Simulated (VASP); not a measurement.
# TiTe2 in VASP: work function with PBEsol

Aim: the work function of TiTe2 with PBEsol.

Program: VASP 6.6.1. These are calculated values, not measurements. Logs are shortened: lines on timing, memory, paths and dates and some standing lists are left out, and cuts for length are marked.

### 1 The structure

The cell holds a slab with vacuum, 3 atoms: a = 3.777 Å, b = 3.777 Å, c = 19.415 Å, α = 90.00°, β = 90.00°, γ = 120.00°.

### 2 Work function, PBEsol

INCAR

```
SYSTEM = TiTe2
ALGO = Fast
DIPOL = 0.5 0.5 0.500
EDIFF = 1E-6
ENCUT = 520
GGA = PS
IDIPOL = 3
ISIF = 2
ISMEAR = 1
KPAR = 8
LASPH = .True.
LCHARG = .True.
LDIPOL = .True.
LREAL = .False.
LVACPOTAV = .True.
LVHAR = .True.
LWAVE = .False.
NELM = 100
PREC = Accurate
SIGMA = 0.1
```

KPOINTS

```
k-points
0
Gamma
  10 10 1
  0 0 0
```

POSCAR

```
TiTe2                                   
1.0
    3.7770000000      0.0000000000      0.0000000000
   -1.8885000000      3.2709779500      0.0000000000
    0.0000000000      0.0000000000     19.4153488000
  Te              Ti            
     2     1
Direct
     0.3333333332999970    0.6666666667000030    0.4122857814865178
     0.6666666667000030    0.3333333332999970    0.5877142185134822
     0.0000000000000000    0.0000000000000000    0.5000000000000000
```

Potentials or basis: VASP PAW PBE potentials, release 64 (Te, Ti_sv).

On the command line:

```
$ cat potpaw_PBE.64/Te/POTCAR potpaw_PBE.64/Ti_sv/POTCAR > POTCAR
$ mpirun -np 8 vasp_std > vasp.out
```

OUTCAR:

```text
SYSTEM = TiTe2
   EDIFF = 1E-6
   ENCUT = 520
   GGA = PS
   ISIF = 2
   ISMEAR = 1
   LASPH = .True.
   LREAL = .False.
   NELM = 100
   PREC = Accurate

 ion  position               nearest neighbor table
   1  0.333  0.667  0.412-   3 2.77   3 2.77   3 2.77
   2  0.667  0.333  0.588-   3 2.77   3 2.77   3 2.77
   3  0.000  0.000  0.500-   1 2.77   2 2.77   1 2.77   2 2.77   2 2.77   1 2.77

  LATTYP: Found a hexagonal cell.
 ALAT       =     3.7770000000
 C/A-ratio  =     5.1404153561

  Lattice vectors:

 A1 = (   3.7770000000,   0.0000000000,   0.0000000000)
 A2 = (  -1.8885000000,   3.2709779500,   0.0000000000)
 A3 = (   0.0000000000,   0.0000000000,  19.4153488000)

Analysis of symmetry for initial positions (statically):
=====================================================================
 Subroutine PRICEL returns:
 Original cell was already a primitive cell.

 Routine SETGRP: Setting up the symmetry group for a
 hexagonal supercell.

 Subroutine GETGRP returns: Found 12 space group operations
 (whereof 12 operations were pure point group operations)
 out of a pool of 24 trial point group operations.

The static configuration has the point symmetry D_3d.

Analysis of symmetry for dynamics (positions and initial velocities):
=====================================================================
 Subroutine PRICEL returns:
 Original cell was already a primitive cell.

 Routine SETGRP: Setting up the symmetry group for a
 hexagonal supercell.

 Subroutine GETGRP returns: Found 12 space group operations
 (whereof 12 operations were pure point group operations)
 out of a pool of 24 trial point group operations.

The dynamic configuration has the point symmetry D_3d.

 Subroutine INISYM returns: Found 12 space group operations
 (whereof 12 operations are pure point group operations),
 and found     1 'primitive' translations

----------------------------------------------------------------------------------------

                                     Primitive cell

  volume of cell :     239.8666

  direct lattice vectors                    reciprocal lattice vectors
     3.777000000  0.000000000  0.000000000     0.264760392  0.152859484  0.000000000
    -1.888500000  3.270977950  0.000000000     0.000000000  0.305718967  0.000000000
     0.000000000  0.000000000 19.415348800     0.000000000  0.000000000  0.051505642

[... 78 lines left out ...]
   IBRION =     -1    ionic relax: 0-MD 1-quasi-New 2-CG
   NFREE  =      0    steps in history (QN), initial steepest desc. (CG)
   ISIF   =      2    stress and relaxation
   ISYM   =      2    0-nonsym 1-usesym 2-fastsym
   POTIM  = 0.5000    time-step for ionic-motion
   TEBEG  =    0.0;   TEEND  =   0.0 temperature during run
   PSTRESS=    0.0 pullay stress
   NELECT =      24.0000    total number of electrons
   NUPDOWN=      -1.0000    fix difference up-down
   EMIN   =  10.00;   EMAX   =-10.00  energy-range for DOS
   EFERMI =   0.00;   METHOD = LEGACY
   ISMEAR =     1;   SIGMA  =   0.10  broadening in eV -4-tet -1-fermi 0-gaus
   EFERMI_NEDOS =   21; number of points for ismear=-14 and -15
   IALGO  =     68    algorithm
   IMIX   =      4    mixing-type and parameters
     AMIX     =   0.40;   BMIX     =  1.00
     AMIX_MAG =   1.60;   BMIX_MAG =  1.00
  volume/ion in A,a.u.               =      79.96       539.57
  Fermi-wavevector in a.u.,A,eV,Ry     =   0.760015  1.436219  7.859029  0.577622
  Thomas-Fermi vector in A             =   1.858938
   LORBIT       =      0    0 simple, 1 ext, 2 COOP (PROOUT), +10 PAW based schemes
   GGA     = PS    functional components
   LHFCALC =     F    Hartree Fock is set to
   AEXX    =    0.0000 exact exchange contribution
   IVDW    =     0    specifies the selected vdW correction
   LEPSILON=     F    determine dielectric tensor
   LRPA    =     F    only Hartree local field effects (RPA)
 non-spin polarized calculation
 RMM-DIIS sequential band-by-band and
 Methfessel and Paxton  Order N= 1 SIGMA  =   0.10
  energy-cutoff  :      520.00
  volume of cell :      239.87
 maximum number of plane-waves:      6485
 NGX is ok and might be reduce to    28
   NGX = 13   NGY = 13   NGZ = 73

 number of electron      23.9999996 magnetization

 dipolmoment           0.000000      0.000000      0.000000 electrons x Angstroem

 Free energy of the ion-electron system (eV)
  ---------------------------------------------------
  ext. energy  EPLUGINS =         0.00000000
  ---------------------------------------------------
  free energy    TOTEN  =       -17.34704039 eV

  energy without entropy =      -17.34687260  energy(sigma->0) =      -17.34698446

 E-fermi :  -1.1030     XC(G=0):  -3.9091

 val. band max:       -1.1449169584   @ k =   0.4000   0.0000   0.0000
 cond. band min:      -1.0236735809   @ k =   0.3000   0.0000   0.0000
 fundamental gap:      0.1212433775
 Fermi energy:        -1.1029796521

 k-point     1 :       0.0000    0.0000    0.0000
  band No.  band energies     occupation
      1     -58.3661      2.00000
      2     -34.7160      2.00000
      3     -34.7160      2.00000
      4     -34.6840      2.00000
      5     -13.1019      2.00000
      6     -12.2040      2.00000
[... 243 lines left out ...]
      3     -34.7408      2.00000
      4     -34.6731      2.00000
      5     -11.3530      2.00000
      6     -11.2991      2.00000
[... 8 lines left out ...]
     15       0.1705     -0.00000
     16       1.1365      0.00000

------------------------ aborting loop because EDIFF is reached ----------------------------------------

  FORCE on cell =-STRESS in cart. coord.  units (eV):
  Direction    XX          YY          ZZ          XY          YZ          ZX
  --------------------------------------------------------------------------------------
  -------------------------------------------------------------------------------------
  Total       -1.4085141     -1.4085141     -0.0538725      0.0000000     -0.0000000     -0.0000000
  in kB       -9.4081014     -9.4081014     -0.3598390      0.0000000     -0.0000000     -0.0000000
  external PRESSURE =      -6.3920139 kB  Pullay stress =       0.0000000 kB

 VOLUME and BASIS-vectors are now :
 -----------------------------------------------------------------------------
  energy-cutoff  :      520.00
  volume of cell :      239.87
      direct lattice vectors                 reciprocal lattice vectors
     3.777000000  0.000000000  0.000000000     0.264760392  0.152859484  0.000000000
    -1.888500000  3.270977950  0.000000000     0.000000000  0.305718967  0.000000000
     0.000000000  0.000000000 19.415348800     0.000000000  0.000000000  0.051505642

 POSITION                                       TOTAL-FORCE (eV/Angst)
 -----------------------------------------------------------------------------------
     -0.00000      2.18065      8.00467        -0.000000      0.000000      0.011043
      1.88850      1.09033     11.41068         0.000000     -0.000000     -0.011043
      0.00000      0.00000      9.70767         0.000000      0.000000      0.000000
 -----------------------------------------------------------------------------------
    total drift:                               -0.000000     -0.000000      0.000000

  FREE ENERGIE OF THE ION-ELECTRON SYSTEM (eV)
  ---------------------------------------------------
  free  energy   TOTEN  =       -17.3470403885 eV

  energy  without entropy=      -17.3468725968  energy(sigma->0) =      -17.34698446

 vacuum level on the upper side and lower side of the slab         3.876         3.876
```

stdout:

```text
POSCAR found type information on POSCAR TeTi
 POSCAR found :  2 types and       3 ions
 scaLAPACK will be used
 -----------------------------------------------------------------------------
[... 42 lines left out ...]
|     Did not find any points to average over, which means that no vacuum     |
|     field-free region was found. Please increase the size of  your cell     |
|     in the dimension of the dipole correction to obtain accurate            |
|     workfunction values.                                                    |
|                                                                             |
 -----------------------------------------------------------------------------
```

Wall time 58 s (8 MPI ranks of Intel Xeon Platinum 8488C (Sapphire Rapids), shared host); peak memory 0.36 GiB.

What came out:

```yaml
Free_energy: -17.3470 eV
Largest_force: 0.011 eV/Å
Band_gap_on_the_k_mesh: none (metal or under the smearing width)
Work_function_of_the_upper_face: 4.98 eV
Work_function_of_the_lower_face: 4.98 eV
```

Forces in eV/Å, atoms in the order of the input:
```
Te   0.000  0.000  0.011
Te   0.000  0.000 -0.011
Ti   0.000  0.000  0.000
```

Levels at points of the mesh, in eV from the Fermi level:
```
           k point  band 8  band 9  band 10  band 11  band 12  band 13  band 14  band 15  band 16
(0.00, 0.00, 0.00)   -1.57   -1.57    -1.26     0.40     0.40     0.57     1.10     1.10     3.44
(0.50, 0.00, 0.00)   -3.93   -2.24    -1.78    -1.70    -0.71    -0.08     1.14     1.45     3.06
```

Caveat: the PAW data sets were made with another functional, which shifts forces and pressure a little. The run has no spin-orbit coupling, so splittings on Te are missing.
